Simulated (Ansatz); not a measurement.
# hcp against bcc along group 4

Computed with DFT, r2SCAN, plane waves (500 eV) with PAW, scalar-relativistic (Ansatz 0.2.0). The PAW files were generated under PBE, with cores re-solved for the functional.

Each structure is relaxed within its symmetry, in the lowest magnetic state of the tried starts. Differences under about 8 meV lie within the error of the k-point mesh.

```
element  E(hcp) − E(bcc) (meV/atom)  V(hcp) (Å³/atom)  V(bcc) (Å³/atom)       state of hcp       state of bcc
     Ti                         -79             17.31             17.90       non-magnetic      ferromagnetic
     Zr                        -118             23.49             22.97       non-magnetic       non-magnetic
     Hf                        -208             22.38             22.22  spin not included  spin not included
```
